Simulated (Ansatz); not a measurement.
Wanted: the native input for an Ansatz 0.2.0 run.

```yaml
Task: single point
Functional: PBE
Potentials_or_basis: all-electron LAPW, scalar-relativistic
Cutoff: 256 eV (chosen from the basis error)
Basis_error_allowed: 0.002 eV/atom
k_mesh: 5 × 5 × 5
Occupations: fermi-dirac, width 0.03 eV
Spin: no spin polarisation
```

Crystal: HgSe.

```
Hg Se
1.0
     0.00000    3.03900    3.03900
     3.03900    0.00000    3.03900
     3.03900    3.03900    0.00000
Hg Se
1 1
Cartesian
  0.0000 0.0000 0.0000
  4.5585 4.5585 4.5585
```

The input as run:

input.yaml

```yaml
crystal:
  lattice:
    - [0.0, 3.039, 3.039]
    - [3.039, 0.0, 3.039]
    - [3.039, 3.039, 0.0]
  atoms:
    - { symbol: Hg, position: [0.0, 0.0, 0.0] }
    - { symbol: Se, position: [0.75, 0.75, 0.75] }
kpoints:
  mp_grid: { grid: [5, 5, 5] }
scf:
  occupations: { method: fermi_dirac, width: 0.03 }
hamiltonian:
  xc: pbe
  pseudopotentials: { kind: all_electron, lapw: { basis_error: 0.002 } }
output:
  forces: true
  stress: true
  eigenvalues: true
```

Potentials or basis: all-electron LAPW, scalar-relativistic.

Command:

```console
$ ansatz run input.yaml --threads 1 --pin off --max-ram 3072MiB --backend cpu --events-out ev --progress --plain --runs-dir out
```

It gave:

- Pressure: 4.9 GPa
- Band gap on the k mesh: none (metal or under the smearing width)

Caveat: the k mesh is thin for a metal, which can move the energy by tens of meV per atom.

Run time: 9.1 s on 1 thread of Arm Neoverse V1 (shared host), peak memory 0.25 GiB.
